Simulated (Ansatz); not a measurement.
From the elastic tensor of InAs to moduli and sound speeds

Theory: DFT HSE06, scalar-relativistic, plane waves, PAW (Ansatz 0.2.0). Cutoff 420 eV, 10×10×10 k-points (Γ-centred), Fermi-Dirac smearing of 0.15 eV. No spin polarisation.

It takes space group Fm-3m (No. 225, cubic). Conventional cell: a = 5.680 Å, b = 5.680 Å, c = 5.680 Å, α = 90.00°, β = 90.00°, γ = 90.00°. Around In (site symmetry m-3m) lie 6 As at 2.84 Å. As (site symmetry m-3m) is surrounded by 6 In at 2.84 Å.

The cell is the ideal cubic rocksalt prototype; this isn't the usual structure of the compound. In a metal, frequencies and elastic constants depend on the k mesh and the smearing, soft modes and shear constants most.

Relaxed-ion constants (GPa, on the Cartesian axes of the calculation):
```
149.4  32.4  32.4   0.0   0.0   0.0
 32.4 149.4  32.4   0.0   0.0   0.0
 32.4  32.4 149.4   0.0   0.0   0.0
  0.0   0.0   0.0  24.2   0.0   0.0
  0.0   0.0   0.0   0.0  24.2   0.0
  0.0   0.0   0.0   0.0   0.0  24.2
```

Density 6.879 g/cm³; 2 atoms in 45.80 Å³.

The values that follow are for a polycrystal of randomly turned grains, by Hill's mean where one number stands.

With S = C⁻¹: B_V = (C11+C22+C33+2(C12+C13+C23))/9, G_V = (C11+C22+C33−C12−C13−C23+3(C44+C55+C66))/15, 1/B_R = S11+S22+S33+2(S12+S13+S23), 15/G_R = 4(S11+S22+S33−S12−S13−S23)+3(S44+S55+S66); Hill is their mean. Then v_l = √((B+4G/3)/ρ), v_t = √(G/ρ), v_m = [(2/v_t³+1/v_l³)/3]^(−1/3) and Θ = (ħ/k_B)·v_m·(6π²n/V)^(1/3) for n atoms in the volume V; E = 9BG/(3B+G), ν = (3B−2G)/(2(3B+G)) and A^U = 5G_V/G_R + B_V/B_R − 6.

```
Bulk modulus, Voigt / Reuss / Hill          : 71.4 / 71.4 / 71.4 GPa
Shear modulus, Voigt / Reuss / Hill         : 38.0 / 31.7 / 34.8 GPa
Young's modulus                             : 90 GPa
Poisson ratio                               : 0.290
Pugh ratio B/G                              : 2.05 (over 1.75, the rule of thumb for ductile)
Universal anisotropy index                  : 0.99
Longitudinal and transverse sound speeds    : 4138 and 2249 m/s
Debye temperature from the mean sound speed : 263 K
```

Cost: 1 run of about 57 core-minutes, on Arm Neoverse V2 (shared hosts).

The tensor meets the cubic Born criteria, so this rocksalt cell resists every small homogeneous strain. Its stiffness is very uneven, however: C11 is 149.4 GPa, while C44 is only 24.2 GPa. The In–As contacts run along the cube axes, where p-type σ overlap and short-range repulsion oppose stretching directly. A C44 shear mainly bends the right angles between contacts and changes their lengths only to second order. The cube axes are therefore the stiff directions, the reverse of tetrahedral zinc-blende InAs, whose bonds point along the body diagonals.

Internal relaxation can't explain the soft shear, because both atoms stay on inversion centres under uniform strain. C12 exceeds C44, which rules out a purely central pair-force picture at zero stress and probably reflects a delocalised, metallic part of the bonding. The anisotropy also explains the gap between the Voigt and Reuss shear moduli, so the single Debye temperature averages over markedly different acoustic branches. Elastic stability doesn't exclude a phonon instability at finite wavevector.
